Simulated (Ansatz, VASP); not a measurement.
This is a calculation of SnO2 for Ansatz 0.2.0.

input.yaml

```yaml
crystal:
  lattice:
    - [1.6170930752, 0.9336291223, 4.800592584]
    - [-1.6170930752, 0.9336291223, 4.800592584]
    - [0.0, -1.8672582446, 4.800592584]
  atoms:
    - { symbol: Sn, position: [0.5, 0.5, 0.5] }
    - { symbol: O, position: [0.76283, 0.76283, 0.76283] }
    - { symbol: O, position: [0.23717, 0.23717, 0.23717] }
hamiltonian:
  xc: pbe
  pseudopotentials: { kind: paw }
kpoints:
  mp_grid: { grid: [10, 10, 10] }
scf:
  occupations: { method: fermi_dirac, width: 0.05 }
output:
  forces: true
  stress: true
  eigenvalues: true
```

Potentials or basis: Ansatz PAW.

Command:

```bash
$ ansatz run input.yaml --threads 2 --pin off --max-ram 5632MiB --backend cpu --events-out ev --progress --plain --runs-dir out
```

**Question.** Set up the same calculation for VASP 6.6.1. Potentials there: VASP PAW PBE potentials, release 64 (Sn_d, O).

**Answer.** As run (the cutoff follows the program's own potentials):

File INCAR:

```
SYSTEM = SnO2
ALGO = Normal ; EDIFF = 1E-6
ENCUT = 520 ; GGA = PE
ISIF = 2 ; ISMEAR = -1
LASPH = .True. ; LCHARG = .False.
LREAL = .False. ; LWAVE = .False.
NELM = 100 ; PREC = Accurate
SIGMA = 0.05
```

File KPOINTS:

```
k-points
0
Gamma
  10 10 10
  0 0 0
```

POSCAR

```
SnO2
1.0
    1.6170930752      0.9336291223      4.8005925840
   -1.6170930752      0.9336291223      4.8005925840
    0.0000000000     -1.8672582446      4.8005925840
Sn O
1 2
Direct
    0.5000000000      0.5000000000      0.5000000000
    0.7628300000      0.7628300000      0.7628300000
    0.2371700000      0.2371700000      0.2371700000
```

Potentials or basis: VASP PAW PBE potentials, release 64 (Sn_d, O).

Command:

```sh
$ cat potpaw_PBE.64/Sn_d/POTCAR potpaw_PBE.64/O/POTCAR > POTCAR
$ mpirun -np 1 vasp_std > vasp.out
```

Both were run:

|  | VASP | Ansatz | Ansatz less VASP |
| --- | --- | --- | --- |
| gap on the k mesh at the Fermi level (eV) | 1.91 | 1.94 | +0.023 |
| least direct gap on the mesh (eV) | 2.03 | 2.05 | +0.019 |
| pressure (GPa) | 0.0 | -0.6 | -0.52 |
| largest component of the traceless stress (GPa) | 0.54 | 0.20 | -0.348 |
| rms of the force components (eV/Å) | 0.039 | 0.063 | +0.0234 |

Atom by atom the forces differ by 0.023 eV/Å (rms over components). With one functional, cell and mesh, what is left measures potentials, basis and numerics.

Caveats: spin-orbit coupling is left out, which moves the levels of the heavy elements; the pressure holds a Pulay correction of +0.7 GPa for the finite cutoff (Ansatz). A k mesh can miss the band edges.
